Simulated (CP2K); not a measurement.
The system is C.

```xyz
2
Lattice="2.5221 0.0000 0.0000 1.2610 2.1842 0.0000 1.2610 0.7281 2.0593" Properties=species:S:1:pos:R:3 pbc="T T T"
C     3.7831    2.1842    1.5444
C     2.5221    1.4561    1.0296
```

This isn't the form of C at room conditions, which is graphite.

Program: CP2K 2026.2. Alike in all runs: task band structure; no spin polarisation; cell as given; k mesh 13 × 13 × 13.

Q: Order these runs on this cell by their pressure, lowest first.
A. level PBEsol; potentials or basis POTENTIAL_UZH C GTH-PBE-q4; TZVP-MOLOPT-PBE-GTH basis; smearing fermi-dirac 0.1 eV; EPS_DEFAULT 1.0E-9; NGRIDS 5; basis sets C TZVP-MOLOPT-PBE-GTH-q4; potentials C GTH-PBE-q4 of POTENTIAL_UZH; bands added on the path 6
B. level r2SCAN; potentials or basis POTENTIAL_UZH C GTH-SCAN-q4; TZVP-MOLOPT-SCAN-GTH basis; smearing fermi-dirac 0.05 eV; EPS_DEFAULT 1.0E-10; NGRIDS 5; basis sets C TZVP-MOLOPT-SCAN-GTH-q4; potentials C GTH-SCAN-q4 of POTENTIAL_UZH; bands added on the path 6
C. level LDA; potentials or basis GTH_POTENTIALS C GTH-PADE-q4; TZVP-MOLOPT-PBE-GTH basis; smearing fermi-dirac 0.1 eV; EPS_DEFAULT 1.0E-10; NGRIDS 4; basis sets C TZVP-MOLOPT-PBE-GTH-q4; potentials C GTH-PADE-q4 of GTH_POTENTIALS; bands added on the path 2

A: C (-11.1 GPa), B (-2.9 GPa), A (0.5 GPa).

Caveats: the basis of atomic orbitals isn't converged, which shifts pressures, moduli and gaps; the potentials were made for another functional, which shifts forces and pressure (some runs).

Runs at the PBE level aren't shown here.
